A crystal whose cell is too large pulls inward, and its energy falls when it is squeezed. The TiCo cell here is in that state, with a tensile stress of 7.57 GPa before any strain is applied. Squeezing it along one edge must weaken the pull. At what strain does the pull along that edge vanish, and does the crystal become stiffer on the way, as squeezed solids usually do?

CsCl-type TiCo (2-atom cell, a = 2.986 Å, not relaxed at this level), strained along z with the other two edges and the fractional coordinates fixed. Ansatz 0.2.0, plane-wave PAW, PBEsol, scalar-relativistic, collinear spin, cutoff 420 eV, k mesh 16×16×16, Gaussian smearing of 0.15 eV. Energy changes are differences in free energy from the unstrained cell.

| strain | energy change (meV/atom) | tensile stress along pattern (GPa) | total moment (Bohr magneton a cell) |
| --- | --- | --- | --- |
| -0.04 | ? | ? | ? |
| -0.03 | ? | ? | ? |
| -0.02 | -8.9 | 3.15 | 0.7400 |
| -0.01 | -5.4 | 5.34 | 0.7820 |
| 0 | 0.0 | 7.57 | 0.8070 |
| 0.01 | 7.2 | 9.81 | 0.8190 |
| 0.02 | 16.3 | 11.99 | 0.8190 |
| 0.03 | 27.1 | 14.03 | 0.8120 |
| 0.035 | 33.1 | 14.99 | 0.8070 |
| 0.04 | 39.6 | 15.92 | 0.8000 |

Negative strain means that the cell is shortened along z, and the energy change is counted from the unstrained cell. The tensile stress along the pattern is the pull along z, positive when the crystal tries to contract. The two side lengths stay fixed throughout. The strain at which the pull along z vanishes is therefore the energy minimum of this path only, and the crystal may still be under stress sideways.

The slope of stress against strain is the stiffness along this path. It is 224 GPa just above zero strain and drops to 186 GPa between strains of 0.035 and 0.04. That drop is what stretched bonds are expected to show: much of their stiffness comes from the steep repulsion between atoms, which fades quickly with distance, so a stretched bond resists further stretching less and less. The same argument read backwards says that compression should stiffen the crystal, because the repulsion between atoms rises steeply at short range.

The known rows do not show this stiffening. Between −0.02 and −0.01 the stiffness is 219 GPa, slightly less than near zero strain. The difference is small, but it exceeds what rounding of the stresses can produce. Something seems to work against the repulsion, and the last column offers a candidate: the magnetic moment of the cell shrinks under compression, and faster with each step.

A moment that is free to adjust makes a crystal softer. Suppose the moment were frozen at its value for one strain. At that strain the frozen crystal has the same energy as the free one, but at every other strain its energy is higher or equal, because its moment is no longer the best one. The frozen energy curve thus touches the free curve from above and bends upward at least as strongly, so freedom of the moment can only lower the stiffness.

A Landau expansion gives the size of this effect a form. Write the energy as E = E₀(ε) + ½a(ε)m² + ¼bm⁴, with strain ε, moment m and a constant b. The best moment obeys m² = −a/b, and the curvature lost by letting it adjust is (b/2)(dm²/dε)². The softening should therefore almost vanish where the moment has its maximum, near a strain of 0.015, and grow under compression, where the moment falls ever faster.

This magnetism belongs to the calculation and perhaps not to the material. Real TiCo is a paramagnet, and density functionals of this kind often overstate weak magnetism of itinerant electrons. No nonmagnetic run is at hand to show what the stiffness would be without the moment, or whether the magnetic state found here is the lowest one. The PAW datasets were also made for PBE and not for PBEsol, with an effect of unknown size.

The simplest estimate of the zero-stress strain keeps the last known stiffness. At −0.02 the pull is still 3.15 GPa, and 3.15/219 is 0.014, so the pull should vanish near −0.034. If the softening continues, the stress falls more slowly and the crossing moves further out. A cubic curve for the stress, fitted to the eight known rows, allows for this and puts the crossing near −0.036.

The forecasts come from that cubic and from a second one for the moment. The energy follows from the first, as the integral of stress over strain times the reference volume. The ranges are judgements, wider for the farther row:

- Tensile stress: 1.07 ± 0.2 GPa at −0.03 and −0.85 ± 0.6 GPa at −0.04.
- Energy change: −10.6 ± 0.2 and −10.7 ± 0.5 meV/atom, both close to the minimum.
- Total moment: 0.678 ± 0.02 and 0.594 ± 0.06 μB, falling faster but not gone.
- Stiffness: falling further in both new intervals, not rising.

The withheld rows as computed:

| strain | energy change (meV/atom) | tensile stress along pattern (GPa) | total moment (Bohr magneton a cell) |
| --- | --- | --- | --- |
| -0.04 | -10.3 | -1.42 | 0.6120 |
| -0.03 | -10.6 | 0.88 | 0.6850 |

All six values lie within their ranges, yet the forecast of the stiffness is wrong. The computed stress drops by 2.27 GPa from −0.02 to −0.03 and by 2.30 GPa over the next step, which means stiffnesses of 227 and 230 GPa. At the smearing used here, the crystal does stiffen under compression, after a shallow dip. The physical statement on which the forecast rested has failed, although its numbers survived.

The stresses already betray the error. Both forecasts are too high, by 0.19 and 0.57 GPa, and both computed values lie close to the lower edge of their ranges. The plain assumption of constant stiffness would have given 0.96 and −1.23 GPa, closer to the computed values in both rows. Interpolation between the computed rows puts the zero of stress at −0.034, where the simple division had it. Sideways the crystal still pulls inward, with 4.01 GPa at −0.03 and 2.72 GPa at −0.04.

The energy hides the same error better. At −0.03 the forecast agrees with the computed value within rounding, and at −0.04 it is too low by 0.4 meV/atom. Energy is the integral of stress, and stress is the integral of stiffness, so an error in the stiffness needs some distance in strain before it shows in the energy. Even so, the forecast put the energy at −0.04 slightly below that at −0.03, whereas the computed energy is higher there, −10.3 against −10.6 meV/atom.

The cubic erred because of its shape. A cubic stress has a parabola for its stiffness, and a parabola that falls on one side of its top must fall on the other side too. In the fit the top lies almost exactly at zero strain. The marked softening of the stretched crystal, which is expected of stretched bonds, was thereby mirrored onto the compressed side, where the bonds give no such cause. The one slightly low interval at the edge of the known rows made this look reasonable.

The moment itself was forecast well, with both misses below 0.02 μB. Its fall does accelerate: it loses 0.055 μB in the first new step and 0.073 μB in the second. By the Landau argument the magnetic softening should have grown along with it, and this can be tested now that the moments are known.

For the test, the stiffness of the seven known intervals was fitted with a straight line in strain, standing for the bonds, and a term in the squared slope of m², standing for the moment. Both coefficients have the signs that theory asks for, and the known intervals are reproduced to 2.9 GPa or better. Given the computed moments, however, the fit puts the two new intervals at 213 and 203 GPa, while the calculation has 227 and 230 GPa. The printed output below gives this fit and the two cubics.

The straight line and the simple magnetic term, taken together, therefore fail as an account of the compressed side. The argument that a free moment lowers the stiffness still stands, but the size of the effect is unknown. The stiffness at frozen moment may rise faster than a straight line, or b may change with strain, and the table cannot tell these apart. 
Runs at fixed moment would help to separate them.

The smearing of the electron levels matters as well. The same runs also give energies extrapolated to zero smearing, and their curvature corresponds to a stiffness of 243 GPa around zero strain, 214 GPa around −0.02 and 241 GPa around −0.03. In these energies the dip is deeper, and beyond it the stiffness only returns to about its starting value. Smearing is thus unlikely to have made the dip, but the depth of the dip and the net stiffening remain uncertain.

For a similar metal strained along one edge, a reasonable first guess is still the ordinary one: softer when stretched, stiffer when squeezed, with magnetism as a possible correction of unknown size. When such a guess is checked, the slope of the stress is the severe test, because energies near a minimum can agree even when the reasoning behind them is wrong. How much of the flat stretch of stiffness around zero strain is due to magnetism remains open. Repeats of the scan with the moment held fixed and without any moment, both at a smaller smearing, would help to decide it.

Numerical output:

```
fit of tensile_stress_along_pattern on 8 rows: constant 7.576 +/- 0.0055, coefficient of x 2.245 +/- 0.0032, coefficient of x**2 -0.002737 +/- 0.0019, coefficient of x**3 -0.009366 +/- 0.00056; rms 0.00585, worst 0.02 -0.00945, leave-one-out rms 0.0131
  rows outside the fit (model, value, miss): -0.04 -0.8486, -1.42, 0.571; -0.03 1.069, 0.88, 0.189
fit of total_moment on 8 rows: constant 0.8072 +/- 0.00023, coefficient of x 0.01784 +/- 0.00014, coefficient of x**2 -0.006883 +/- 7.9e-05, coefficient of x**3 0.0004964 +/- 2.4e-05; rms 0.000247, worst 0.035 -0.000415, leave-one-out rms 0.000456
  rows outside the fit (model, value, miss): -0.04 0.5939, 0.612, -0.0181; -0.03 0.6783, 0.685, -0.00668
rms gap of integrated stress and energy in known rows, meV/atom: 0.02725
energy forecast at -0.04 and -0.03, meV/atom: -0.04 -10.7, -0.03 -10.63
energy computed at -0.04 and -0.03, meV/atom: -0.04 -10.3, -0.03 -10.6
energy forecast less computed at -0.04 and -0.03, meV/atom: -0.04 -0.404, -0.03 -0.02568
stress at -0.04 and -0.03 if stiffness stayed constant, GPa: -0.04 -1.23, -0.03 0.96
stiffness between -0.02 and -0.01, GPa: 219
stiffness between 0 and 0.01, GPa: 224
stiffness between 0.035 and 0.04, GPa: 186
strain of zero stress, forecast: -0.03557
strain of zero stress, computed rows: -0.03383
fit of slope on 7 rows (strain > -0.015): constant 232.5 +/- 2, coefficient of mid -11.34 +/- 0.71, coefficient of soft -0.7773 +/- 0.096; rms 1.68, worst 0.0 2.94, leave-one-out rms 5.21
  rows outside the fit (model, value, miss): -0.03 202.6, 230, -27.4; -0.02 213.1, 227, -13.9
```
